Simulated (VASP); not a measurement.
# Si (P6/mmm) in VASP: settings compared

The runs below take Si through relaxation of cell and atoms, with optB88-vdW, vdW-DF.

Program: VASP 6.6.1. These are calculated values, not measurements. Logs are shortened: lines on timing, memory, paths and dates and some standing lists are left out, and cuts for length are marked.

## Step 1: The structure

The structure is hexagonal, space group P6/mmm (No. 191). Conventional cell: a = 4.121 Å, b = 4.121 Å, c = 2.655 Å, α = 90.00°, β = 90.00°, γ = 120.00°. Si (site symmetry -6m2) is surrounded by 5 Si at 2.38 to 2.65 Å.

The cell was built by a generator and needn't be a form met in nature.

## Step 2: Relaxation of cell and atoms, optB88-vdW

File INCAR:

```
SYSTEM = Si
AGGAC = 0.0
ALGO = Normal
EDIFF = 1E-6
EDIFFG = -0.01
ENCUT = 600
GGA = BO
IBRION = 2
ISIF = 3
ISMEAR = -1
LASPH = .True.
LCHARG = .False.
LREAL = .False.
LUSE_VDW = .True.
LWAVE = .False.
NELM = 80
NSW = 40
PARAM1 = 0.1833333333
PARAM2 = 0.22
PREC = Accurate
SIGMA = 0.05
```

File KPOINTS:

```
k-points
0
Gamma
  8 8 10
  0 0 0
```

File POSCAR:

```
Si
1.0
    4.1209500000      0.0000000000      0.0000000000
   -2.0604700000      3.5688500000      0.0000000000
    0.0000000000      0.0000000000      2.6547900000
Si
2
Direct
    0.3333300000      0.6666700000      0.5000000000
    0.6666700000      0.3333300000      0.5000000000
```

Potentials or basis: VASP PAW PBE potentials, release 64 (Si).

On the command line:

```bash
cat potpaw_PBE.64/Si/POTCAR > POTCAR
mpirun -np 1 vasp_std > vasp.out
```

OUTCAR:

```text
SYSTEM = Si
   EDIFF = 1E-6
   EDIFFG = -0.01
   ENCUT = 600
   GGA = BO
   IBRION = 2
   ISIF = 3
   ISMEAR = -1
   LASPH = .True.
   LREAL = .False.
   NELM = 80
   NSW = 40
   PREC = Accurate

 ion  position               nearest neighbor table
   1  0.333  0.667  0.500-   2 2.38   2 2.38   2 2.38
   2  0.667  0.333  0.500-   1 2.38   1 2.38   1 2.38

  LATTYP: Found a hexagonal cell.
 ALAT       =     4.1209500000
 C/A-ratio  =     0.6442179595

  Lattice vectors:

 A1 = (   4.1209500000,   0.0000000000,   0.0000000000)
 A2 = (  -2.0604700000,   3.5688500000,   0.0000000000)
 A3 = (   0.0000000000,   0.0000000000,   2.6547900000)

Analysis of symmetry for initial positions (statically):
=====================================================================
 Subroutine PRICEL returns:
 Original cell was already a primitive cell.

 Routine SETGRP: Setting up the symmetry group for a
 hexagonal supercell.

 Subroutine GETGRP returns: Found  8 space group operations
 (whereof  8 operations were pure point group operations)
 out of a pool of 24 trial point group operations.

The static configuration has the point symmetry D_2h.

Analysis of symmetry for dynamics (positions and initial velocities):
=====================================================================
 Subroutine PRICEL returns:
 Original cell was already a primitive cell.

 Routine SETGRP: Setting up the symmetry group for a
 hexagonal supercell.

 Subroutine GETGRP returns: Found  8 space group operations
 (whereof  8 operations were pure point group operations)
 out of a pool of 24 trial point group operations.

The dynamic configuration has the point symmetry D_2h.

 Subroutine INISYM returns: Found  8 space group operations
 (whereof  8 operations are pure point group operations),
 and found     1 'primitive' translations

----------------------------------------------------------------------------------------

                                     Primitive cell

  volume of cell :      39.0441

  direct lattice vectors                    reciprocal lattice vectors
     4.120950000  0.000000000  0.000000000     0.242662493  0.140100813  0.000000000
    -2.060470000  3.568850000  0.000000000     0.000000000  0.280202306  0.000000000
     0.000000000  0.000000000  2.654790000     0.000000000  0.000000000  0.376677628

  length of vectors
     4.120950000  4.120949762  2.654790000     0.280202290  0.280202306  0.376677628

  position of ions in fractional coordinates (direct lattice)
     0.333330000  0.666670000  0.500000000
     0.666670000  0.333330000  0.500000000

  ion indices of the primitive-cell ions
   primitive index   ion index
                 1           1
                 2           2

----------------------------------------------------------------------------------------

 KPOINTS: k-points

Automatic generation of k-mesh.
 Grid dimensions read from file:
 generate k-points for:    8    8   10

 Generating k-lattice:

  Cartesian coordinates                     Fractional coordinates (reciprocal lattice)
     0.030332812  0.017512602  0.000000000     0.125000000  0.000000000  0.000000000
     0.000000000  0.035025288  0.000000000     0.000000000  0.125000000  0.000000000
     0.000000000  0.000000000  0.037667763     0.000000000  0.000000000  0.100000000

  Length of vectors
     0.035025286  0.035025288  0.037667763

  Shift w.r.t. Gamma in fractional coordinates (k-lattice)
     0.000000000  0.000000000  0.000000000

 Subroutine IBZKPT returns following result:
 ===========================================

 Found    126 irreducible k-points:

 Following reciprocal coordinates:
            Coordinates               Weight
  0.000000  0.000000  0.000000      1.000000
  0.125000  0.000000  0.000000      4.000000
 -0.125000  0.125000  0.000000      2.000000
  0.250000  0.000000  0.000000      4.000000
 -0.250000  0.250000  0.000000      2.000000
  0.375000  0.000000  0.000000      4.000000
[... 16 lines left out ...]
  0.125000  0.000000  0.100000      8.000000
 -0.125000  0.125000  0.100000      4.000000
 [... further k-points ...]
   k-points           NKPTS =    126   k-points in BZ     NKDIM =    126   number of bands    NBANDS=      8
   number of dos      NEDOS =    301   number of ions     NIONS =      2
   total plane-waves  NPLWV =  31104
   dimension x,y,z NGX =    36 NGY =   36 NGZ =   24
   dimension x,y,z NGXF=    72 NGYF=   72 NGZF=   48
   ions per type =               2
   NGX,Y,Z   is equivalent  to a cutoff of  14.52, 14.52, 15.03 a.u.
   NGXF,Y,Z  is equivalent  to a cutoff of  29.05, 29.05, 30.06 a.u.
 SYSTEM =  Si
   PREC   = accura    normal or accurate (medium, high low for compatibility)
   ISTART =      0    job   : 0-new  1-cont  2-samecut
   ICHARG =      2    charge: 1-file 2-atom 10-const
   ISPIN  =      1    spin polarized calculation?
   LNONCOLLINEAR =      F non collinear calculations
   LSORBIT =      F    spin-orbit coupling
   LASPH  =      T    aspherical Exc in radial PAW
   ENCUT  =  600.0 eV  44.10 Ry    6.64 a.u.   8.23  8.23  5.30*2*pi/ulx,y,z
   NELM   =     80;   NELMIN=  2; NELMDL= -5     # of ELM steps
   EDIFF  = 0.1E-05   stopping-criterion for ELM
   LREAL  =      F    real-space projection
   EDIFFG = -.1E-01   stopping-criterion for IOM
   NSW    =     40    number of steps for IOM
   IBRION =      2    ionic relax: 0-MD 1-quasi-New 2-CG
   NFREE  =      1    steps in history (QN), initial steepest desc. (CG)
   ISIF   =      3    stress and relaxation
   ISYM   =      2    0-nonsym 1-usesym 2-fastsym
   POTIM  = 0.5000    time-step for ionic-motion
   TEBEG  =    0.0;   TEEND  =   0.0 temperature during run
   PSTRESS=    0.0 pullay stress
   NELECT =       8.0000    total number of electrons
   NUPDOWN=      -1.0000    fix difference up-down
   EMIN   =  10.00;   EMAX   =-10.00  energy-range for DOS
   EFERMI =   0.00;   METHOD = LEGACY
   ISMEAR =    -1;   SIGMA  =   0.05  broadening in eV -4-tet -1-fermi 0-gaus
   EFERMI_NEDOS =   21; number of points for ismear=-14 and -15
   IALGO  =     38    algorithm
   IMIX   =      4    mixing-type and parameters
     AMIX     =   0.40;   BMIX     =  1.00
     AMIX_MAG =   1.60;   BMIX_MAG =  1.00
  volume/ion in A,a.u.               =      19.52       131.74
  Fermi-wavevector in a.u.,A,eV,Ry     =   0.965131  1.823833 12.673523  0.931478
  Thomas-Fermi vector in A             =   2.094821
   LORBIT       =      0    0 simple, 1 ext, 2 COOP (PROOUT), +10 PAW based schemes
   GGA     = BO    functional components
   LHFCALC =     F    Hartree Fock is set to
   AEXX    =    0.0000 exact exchange contribution
   IVDW_NL    =     1    kernel type
   BPARAM     = 6.3000
   IVDW    =     0    specifies the selected vdW correction
   LEPSILON=     F    determine dielectric tensor
   LRPA    =     F    only Hartree local field effects (RPA)
 conjugate gradient relaxation of ions
 non-spin polarized calculation
  energy-cutoff  :      600.00
  volume of cell :       39.04
 maximum number of plane-waves:      1330
 NGX is ok and might be reduce to    36
   NGX = 17   NGY = 17   NGZ = 11

--------------------------------------- Ionic step        1  -------------------------------------------

 number of electron       8.0000000 magnetization

 Free energy of the ion-electron system (eV)
  ---------------------------------------------------
  ext. energy  EPLUGINS =         0.00000000
  ---------------------------------------------------
  free energy    TOTEN  =        -7.47631968 eV

  energy without entropy =       -7.47009074  energy(sigma->0) =       -7.47320521

------------------------ aborting loop because EDIFF is reached ----------------------------------------

  FORCE on cell =-STRESS in cart. coord.  units (eV):
  Direction    XX          YY          ZZ          XY          YZ          ZX
  --------------------------------------------------------------------------------------
  -------------------------------------------------------------------------------------
  Total        0.1585624      0.1591047      0.3467931      0.0004697      0.0000000      0.0000000
  in kB        6.5066129      6.5288656     14.2306666      0.0192723      0.0000000      0.0000000
  external PRESSURE =       9.0887150 kB  Pullay stress =       0.0000000 kB

 VOLUME and BASIS-vectors are now :
 -----------------------------------------------------------------------------
  energy-cutoff  :      600.00
  volume of cell :       39.04
      direct lattice vectors                 reciprocal lattice vectors
     4.120950000  0.000000000  0.000000000     0.242662493  0.140100813  0.000000000
    -2.060470000  3.568850000  0.000000000     0.000000000  0.280202306  0.000000000
     0.000000000  0.000000000  2.654790000     0.000000000  0.000000000  0.376677628
[... 46 lines left out ...]
  FREE ENERGIE OF THE ION-ELECTRON SYSTEM (eV)
  ---------------------------------------------------
  free  energy   TOTEN  =        -7.4775605959 eV

  energy  without entropy=       -7.4712064185  energy(sigma->0) =       -7.47438351

Total vdW correction in eV:      1.1259467

--------------------------------------- Ionic step        3  -------------------------------------------

 number of electron       8.0000001 magnetization

 Free energy of the ion-electron system (eV)
  ---------------------------------------------------
  ext. energy  EPLUGINS =         0.00000000
  ---------------------------------------------------
  free energy    TOTEN  =        -7.47778107 eV

  energy without entropy =       -7.47147657  energy(sigma->0) =       -7.47462882

 E-fermi :   6.0265     XC(G=0):  -9.5165

 val. band max:        6.0008875360   @ k =   0.2500   0.1250   0.0000
 cond. band min:       6.1629413883   @ k =  -0.3750   0.2500   0.1000
 fundamental gap:      0.1620538523
 Fermi energy:         6.0265023991

 k-point     1 :       0.0000    0.0000    0.0000
  band No.  band energies     occupation
      1      -6.2076      2.00000
      2       3.1940      2.00000
      3       3.1941      2.00000
      4       3.2120      2.00000
      5       7.3489      0.00000
      6       7.3490      0.00000
      7      11.5995      0.00000
      8      12.1684      0.00000

 k-point     2 :       0.1250    0.0000    0.0000
  band No.  band energies     occupation
      1      -6.0544      2.00000
      2       1.3391      2.00000
      3       2.9529      2.00000
      4       4.8215      2.00000
      5       7.3151      0.00000
      6       7.9142      0.00000
      7      12.2935      0.00000
      8      12.3995      0.00000
[... 221 lines left out ...]
 k-point    23 :       0.1250    0.0000    0.1000
  band No.  band energies     occupation
      1      -5.8604      2.00000
      2       1.5231      2.00000
      3       3.1162      2.00000
      4       4.9911      2.00000
      5       7.4779      0.00000
      6       8.0876      0.00000
      7       9.6627      0.00000
      8      13.1207      0.00000

 k-point    24 :      -0.1250    0.1250    0.1000
  band No.  band energies     occupation
      1      -5.8604      2.00000
      2       1.5232      2.00000
      3       3.1161      2.00000
      4       4.9911      2.00000
      5       7.4780      0.00000
      6       8.0875      0.00000
      7       9.6628      0.00000
      8      13.1208      0.00000

 [... further k-points ...]

------------------------ aborting loop because EDIFF is reached ----------------------------------------

  FORCE on cell =-STRESS in cart. coord.  units (eV):
  Direction    XX          YY          ZZ          XY          YZ          ZX
  --------------------------------------------------------------------------------------
  -------------------------------------------------------------------------------------
  Total        0.0001585      0.0003259      0.0017736      0.0001449      0.0000000      0.0000000
  in kB        0.0064302      0.0132189      0.0719508      0.0058793      0.0000000      0.0000000
  external PRESSURE =       0.0305333 kB  Pullay stress =       0.0000000 kB

 VOLUME and BASIS-vectors are now :
 -----------------------------------------------------------------------------
  energy-cutoff  :      600.00
  volume of cell :       39.49
      direct lattice vectors                 reciprocal lattice vectors
     4.132252703  0.000033478  0.000000000     0.241997621  0.139714336  0.000000000
    -2.066092345  3.578655172  0.000000000    -0.000002264  0.279433272  0.000000000
     0.000000000  0.000000000  2.670715219     0.000000000  0.000000000  0.374431535

 POSITION                                       TOTAL-FORCE (eV/Angst)
 -----------------------------------------------------------------------------------
      0.00002      2.38578      1.33536        -0.000085      0.000049      0.000000
      2.06614      1.19290      1.33536         0.000085     -0.000049     -0.000000
 -----------------------------------------------------------------------------------
    total drift:                                0.000000     -0.000000      0.000000

  FREE ENERGIE OF THE ION-ELECTRON SYSTEM (eV)
  ---------------------------------------------------
  free  energy   TOTEN  =        -7.4777810683 eV

  energy  without entropy=       -7.4714765657  energy(sigma->0) =       -7.47462882

Total vdW correction in eV:      1.1227852

 reached required accuracy - stopping structural energy minimisation
```

Wall time 3.9 min (1 thread of AMD EPYC, shared host); peak memory 0.37 GiB.

Results:

* Free energy: -7.4778 eV
* Relaxed volume: 19.75 Å³/atom
* Relaxed cell: a = 4.132 Å, b = 4.132 Å, c = 2.671 Å, α = 90.00°, β = 90.00°, γ = 120.00°
* Space group after relaxing (to 0.05 Å): P6/mmm (No. 191)
* Energy gained by relaxing: 0.7 meV/atom
* Ionic steps: 3
* Pressure after relaxing: 0.0 GPa
* Band gap on the k mesh: none (metal or under the smearing width)

The path:
| step | energy change (eV) | largest force (eV/Å) | pressure (GPa) | volume (Å³) |
| --- | --- | --- | --- | --- |
| 1 | 0.0000 | 0.0005 | 0.91 | 39.04 |
| 2 | -0.0012 | 0.0003 | -0.34 | 39.67 |
| 3 | -0.0015 | 0.0001 | 0.00 | 39.49 |

Final structure:
```
Si
1.0
     4.13225    0.00003    0.00000
    -2.06609    3.57866    0.00000
     0.00000    0.00000    2.67072
Si
2
Cartesian
  0.0000 2.3858 1.3354
  2.0661 1.1929 1.3354
```

Caveat: the PAW data sets were made with another functional, which shifts forces and pressure a little.

## Step 3: Relaxation of cell and atoms, vdW-DF

File INCAR:

```
SYSTEM = Si
AGGAC    = 0.0          
ALGO     = Normal         ! electronic algorithm
EDIFF    = 1E-6           ! SCF threshold, eV
EDIFFG   = -0.005         ! ionic threshold
ENCUT    = 600            ! plane-wave cutoff, eV
GGA      = RE             ! functional
IBRION   = 2              ! ionic algorithm
ISIF     = 3              ! what is computed and relaxed
ISMEAR   = -1             ! smearing method
LASPH    = .True.         ! aspherical terms in the spheres
LCHARG   = .False.        ! write CHGCAR
LREAL    = .False.        ! projectors in reciprocal space
LUSE_VDW = .True.       
LWAVE    = .False.        ! write WAVECAR
NELM     = 100            ! most SCF steps
NSW      = 60             ! ionic steps
PREC     = Accurate       ! precision mode
SIGMA    = 0.05           ! smearing width, eV
```

KPOINTS is that of step 2.

POSCAR is that of step 2.

Potentials or basis: VASP PAW PBE potentials, release 64 (Si).

On the command line:

```bash
cat potpaw_PBE.64/Si/POTCAR > POTCAR
mpirun -np 1 vasp_std > vasp.out
```

OUTCAR:

```text
SYSTEM = Si
   EDIFF = 1E-6
   EDIFFG = -0.005
   ENCUT = 600
   GGA = RE
   IBRION = 2
   ISIF = 3
   ISMEAR = -1
   LASPH = .True.
   LREAL = .False.
   NELM = 100
   NSW = 60
   PREC = Accurate

 ion  position               nearest neighbor table
   1  0.333  0.667  0.500-   2 2.38   2 2.38   2 2.38
   2  0.667  0.333  0.500-   1 2.38   1 2.38   1 2.38

  LATTYP: Found a hexagonal cell.
 ALAT       =     4.1209500000
 C/A-ratio  =     0.6442179595

  Lattice vectors:

 A1 = (   4.1209500000,   0.0000000000,   0.0000000000)
 A2 = (  -2.0604700000,   3.5688500000,   0.0000000000)
 A3 = (   0.0000000000,   0.0000000000,   2.6547900000)

Analysis of symmetry for initial positions (statically):
[... 415 lines left out ...]

 E-fermi :   5.9090     XC(G=0):  -9.2706

 val. band max:        5.8865585586   @ k =   0.2500   0.1250   0.0000
 cond. band min:       5.9528461929   @ k =   0.0000   0.0000   0.4000
 fundamental gap:      0.0662876343
 Fermi energy:         5.9089612169

 k-point     1 :       0.0000    0.0000    0.0000
  band No.  band energies     occupation
      1      -6.1818      2.00000
      2       3.0066      2.00000
      3       3.0867      2.00000
      4       3.0869      2.00000
      5       7.2514      0.00000
      6       7.2516      0.00000
      7      11.6037      0.00000
      8      11.8629      0.00000
[... 243 lines left out ...]
 k-point    24 :      -0.1250    0.1250    0.1000
  band No.  band energies     occupation
      1      -5.8424      2.00000
      2       1.3982      2.00000
      3       3.0140      2.00000
      4       4.8175      2.00000
      5       7.3887      0.00000
      6       7.9695      0.00000
      7       9.4392      0.00000
      8      13.1231      0.00000

 [... further k-points ...]

------------------------ aborting loop because EDIFF is reached ----------------------------------------

  FORCE on cell =-STRESS in cart. coord.  units (eV):
  Direction    XX          YY          ZZ          XY          YZ          ZX
  --------------------------------------------------------------------------------------
  -------------------------------------------------------------------------------------
  Total        0.0011826      0.0015130      0.0021783      0.0002861      0.0000000      0.0000000
  in kB        0.0467359      0.0597902      0.0860825      0.0113054      0.0000000      0.0000000
  external PRESSURE =       0.0642029 kB  Pullay stress =       0.0000000 kB
[... 21 lines left out ...]
  energy  without entropy=       -6.6500064887  energy(sigma->0) =       -6.65354426

Total vdW correction in eV:      1.1490649

 reached required accuracy - stopping structural energy minimisation
```

OSZICAR:

```text
N       E                     dE             d eps       ncg     rms          rms(c)
DAV:   1     0.143604896353E+02    0.14360E+02   -0.37203E+03  2024   0.909E+02
DAV:   2    -0.634523078309E+01   -0.20706E+02   -0.20068E+02  3048   0.887E+01
DAV:   3    -0.668412052835E+01   -0.33889E+00   -0.33668E+00  2624   0.136E+01
[... 43 lines left out ...]
   6 F= -.66570776E+01 E0= -.66535302E+01  d E =-.273636E-04
       N       E                     dE             d eps       ncg     rms          rms(c)
DAV:   1    -0.665708449537E+01   -0.68700E-05   -0.13172E-04  2512   0.655E-02    0.100E-02
DAV:   2    -0.665708273072E+01    0.17646E-05   -0.15876E-06  2296   0.932E-03    0.599E-03
DAV:   3    -0.665708203465E+01    0.69607E-06   -0.21362E-06  2008   0.771E-03
   7 F= -.66570820E+01 E0= -.66535443E+01  d E =-.440102E-05
```

Wall time 7.6 min (1 thread of AMD EPYC, shared host); peak memory 0.37 GiB.

What came out:

- Free energy: -6.6571 eV
- Relaxed volume: 20.27 Å³/atom
- Relaxed cell: a = 4.167 Å, b = 4.167 Å, c = 2.696 Å, α = 90.00°, β = 90.00°, γ = 120.00°
- Space group after relaxing (to 0.05 Å): P6/mmm (No. 191)
- Energy gained by relaxing: 6.7 meV/atom
- Ionic steps: 7
- Pressure after relaxing: 0.0 GPa
- Band gap on the k mesh: none (metal or under the smearing width)

The path:
| step | energy change (eV) | largest force (eV/Å) | pressure (GPa) | volume (Å³) |
| --- | --- | --- | --- | --- |
| 1 | 0.0000 | 0.0005 | 2.93 | 39.04 |
| 2 | -0.0118 | 0.0004 | -0.92 | 41.10 |
| 3 | -0.0134 | 0.0002 | -0.01 | 40.55 |
| 4 | -0.0134 | 0.0002 | -0.06 | 40.58 |
| 5 | -0.0134 | 0.0001 | -0.04 | 40.57 |
| 6 | -0.0134 | 0.0001 | -0.05 | 40.57 |
| 7 | -0.0134 | 0.0002 | 0.01 | 40.54 |

Final structure:
```xyz
2
Lattice="4.1670 0.0001 0.0000 -2.0835 3.6088 0.0000 0.0000 0.0000 2.6960" Properties=species:S:1:pos:R:3 pbc="T T T"
Si    0.0000    2.4059    1.3480
Si    2.0836    1.2030    1.3480
```

Caveat: the PAW data sets were made with another functional, which shifts forces and pressure a little.
